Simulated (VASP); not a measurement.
Crystal: La2O3.

```
La O
1.0
     3.93800    0.00000    0.00000
    -1.96900    3.41041    0.00000
     0.00000    0.00000    6.13600
La O
2 3
Direct
  0.33333 0.66667 0.24540
  0.66667 0.33333 0.75460
  0.33333 0.66667 0.64710
  0.66667 0.33333 0.35290
  0.00000 0.00000 0.00000
```

The cell was built by a generator and needn't be a form met in nature.

Base run:

```yaml
Program: VASP 6.6.1
Functional: LDA
Potentials_or_basis: VASP PAW LDA potentials, release 64 (La, O)
Cutoff: 520 eV
k_mesh: 6 × 6 × 4
Occupations: gaussian, width 0.05 eV
Spin: no spin polarisation
```

Its results: band gap on the k mesh 3.74 eV, indirect (least direct gap 3.82 eV); electronic dielectric tensor (diagonal) 4.88, 4.88, 4.76.

Question: The run is repeated on the same cell with these changes: functional from LDA to PBE; potentials or basis from VASP PAW LDA potentials, release 64 (La, O) to VASP PAW PBE potentials, release 64 (La, O). What comes out?

Answer: Band gap on the k mesh 3.86 eV, indirect (least direct gap 3.98 eV); electronic dielectric tensor (diagonal) 4.82, 4.82, 4.69.

Caveats: spin-orbit coupling is left out, which moves the levels of the heavy elements.

A k mesh can miss the band edges.
